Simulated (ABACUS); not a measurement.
Fe:

```xyz
1
Lattice="1.4430 1.4430 1.4430 -1.4430 1.4430 1.4430 -1.4430 -1.4430 1.4430" Properties=species:S:1:pos:R:3 pbc="T T T"
Fe    0.0000    0.0000    0.0000
```

Base run:

```yaml
Program: ABACUS 3.10.1
Functional: LDA-PW92
Potentials_or_basis: PseudoDojo NC SR 0.4.1 LDA stringent
Cutoff: 1891 eV
Density_cutoff: 7565 eV
Basis: plane waves
k_mesh: 10 × 10 × 10
Occupations: fermi-dirac, width 0.05 eV
Spin: collinear spin, ferromagnetic start
Starting_moments: "[3.0] μB"
```

Its results: band gap on the k mesh none (metal or under the smearing width); pressure -27.1 GPa; net moment 2.17 μB per cell.

**Question.** The run is repeated on the same cell with these changes: functional from LDA-PW92 to PW91; potentials or basis from PseudoDojo NC SR 0.4.1 LDA stringent to Ansatz NC PBE; cutoff from 1891 eV to 1225 eV; density cutoff from 7565 eV to 4898 eV. What comes out?

**Answer.** Band gap on the k mesh none (metal or under the smearing width); pressure -13.8 GPa; net moment 2.16 μB per cell.

Caveats: so large a pressure means that the cell lies far from this level's equilibrium, or that cutoff or potentials fall short (some runs); the potentials were made for another functional, which shifts forces and pressure (some runs).

Not every run made on this cell is shown here.
